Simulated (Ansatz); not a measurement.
# MgH2 (Pbca) by several functionals

All numbers come from the PAW code Ansatz. (Simulation; spin polarisation is off.)

Structure: a 24-atom cell of MgH2 (Pbca) from a materials database, at its r2SCAN minimum. It is orthorhombic, Pbca (No. 61); a = 4.742 Å, b = 9.294 Å, c = 4.869 Å in the conventional setting, 8.94 Å³ an atom. Mg is surrounded by 7 H at 1.90–2.16 Å; H is surrounded by 4 Mg at 1.99–2.16 Å; H is surrounded by 3 Mg at 1.90–2.05 Å.

Relaxed lattice by functional, symmetry kept:

| functional | k mesh | a (Å) | b (Å) | c (Å) | volume (Å³/atom) |
| --- | --- | --- | --- | --- | --- |
| PBE | 6×4×6 | 4.773 | 9.332 | 4.899 | 9.09 |
| r2SCAN | 6×4×6 | 4.742 | 9.294 | 4.869 | 8.94 |

Band edges at fixed r2SCAN geometry:
```json
{"level": "PBE", "k mesh": "6×4×6", "gap (eV)": "2.03", "kind": "direct", "edges": "Γ", "least direct gap (eV)": "2.03"}
{"level": "r2SCAN", "k mesh": "6×4×6", "gap (eV)": "2.59", "kind": "direct", "edges": "Γ", "least direct gap (eV)": "2.59"}
{"level": "HSE06", "k mesh": "4×2×4", "gap (eV)": "2.96", "kind": "direct", "edges": "Γ", "least direct gap (eV)": "2.96"}
{"level": "PBE0", "k mesh": "4×2×4", "gap (eV)": "3.67", "kind": "direct", "edges": "Γ", "least direct gap (eV)": "3.67"}
```
PBE: smearing of 0.02 eV; the others have fixed occupations.
Wave cutoffs: 420 eV, 500 eV (r2SCAN).

HSE06 gives a direct gap of 2.96 eV at Γ.

r2SCAN covers 60 % of the step from PBE to HSE06. Among these functionals the gap stays direct.

r2SCAN (ground state on 4×2×4): ε∞: 4.27, 4.20 and 4.16 along x, y and z. Born charges, averaged over directions: Mg +1.98, H -1.00 to -0.98 e. The program notes that the ground state's band table doesn't vouch for all the bands that the response reads.

The meshes of the hybrids are coarse, so their gaps aren't converged to the digits shown.
